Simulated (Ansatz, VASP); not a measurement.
## GaP in VASP and in Ansatz

Contents of POSCAR:

```
GaP
1.0
    0.0000000000      2.6783788916      2.6783788916
    2.6783788916      0.0000000000      2.6783788916
    2.6783788916      2.6783788916      0.0000000000
Ga P
1 1
Direct
    0.0000000000      0.0000000000      0.0000000000
    0.7500000000      0.7500000000      0.7500000000
```

File INCAR.step1:

```
SYSTEM = GaP
ALGO = Normal
EDIFF = 1E-4
ENCUT = 520
GGA = PE
ISMEAR = 0
LASPH = .TRUE.
LCHARG = .FALSE.
LREAL = .FALSE.
LWAVE = .TRUE.
NBANDS = 16
NELM = 80
PREC = Accurate
SIGMA = 0.05
```

INCAR.step2

```
SYSTEM = GaP
ALGO = Normal
EDIFF = 1E-7
ENCUT = 520
ISIF = 2
ISMEAR = 0
ISTART = 1
IVDW = 13
LASPH = .TRUE.
LCHARG = .TRUE.
LELF = .TRUE.
LMIXTAU = .TRUE.
LREAL = .FALSE.
LVHAR = .TRUE.
LWAVE = .FALSE.
METAGGA = R2SCAN
NBANDS = 16
NELM = 80
PREC = Accurate
SIGMA = 0.05
VDW_A1 = 0.51559235
VDW_A2 = 5.77342911
VDW_S6 = 1.0
VDW_S8 = 0.6018749
```

File KPOINTS:

```
k-points
0
G
  8 8 8
  0 0 0
```

Input for Ansatz:

```yaml
crystal:
  lattice:
    - [0.0, 2.6783788916, 2.6783788916]
    - [2.6783788916, 0.0, 2.6783788916]
    - [2.6783788916, 2.6783788916, 0.0]
  atoms:
    - { symbol: Ga, position: [0.0, 0.0, 0.0] }
    - { symbol: P, position: [0.75, 0.75, 0.75] }
basis:
  ecutwfc: 500
  ecutrho_ratio: 4
kpoints:
  mp_grid: { grid: [8, 8, 8] }
hamiltonian:
  xc: r2scan
  dispersion: d4
scf:
  occupations: { method: gaussian, width: 0.05 }
output:
  forces: true
  stress: true
  eigenvalues: true
```

Alike in both runs: task single point; functional r2SCAN; dispersion D4; k mesh 8 × 8 × 8; occupations gaussian, width 0.05 eV; no spin polarisation.

|  | VASP | Ansatz |
| --- | --- | --- |
| version | VASP 6.6.1 | Ansatz 0.2.0 |
| potentials or method | VASP PAW PBE potentials, release 64 (Ga_d, P) | scalar-relativistic, plane waves, PAW |
| plane-wave cutoff (eV) | 520 | 500 |
| valence electrons in the cell | 18 | 18 |

Ansatz gave:

| Property | Result |
| --- | --- |
| gap on the k mesh at the Fermi level (eV) | 1.80 |
| least direct gap on the mesh (eV) | 2.83 |
| pressure (GPa) | 4.0 |
| dispersion energy (meV/atom) | -152.7 |

Q: Estimate VASP's values.

A: gap on the k mesh at the Fermi level (eV): 1.80; least direct gap on the mesh (eV): 2.81; pressure (GPa): 4.0; dispersion energy (meV/atom): -152.5.

Caveats: the PAW data sets were made with another functional, which shifts forces and pressure a little (VASP). r2SCAN opens gaps a little over a GGA but as a rule still falls short of measured ones. A k mesh can miss the band edges.
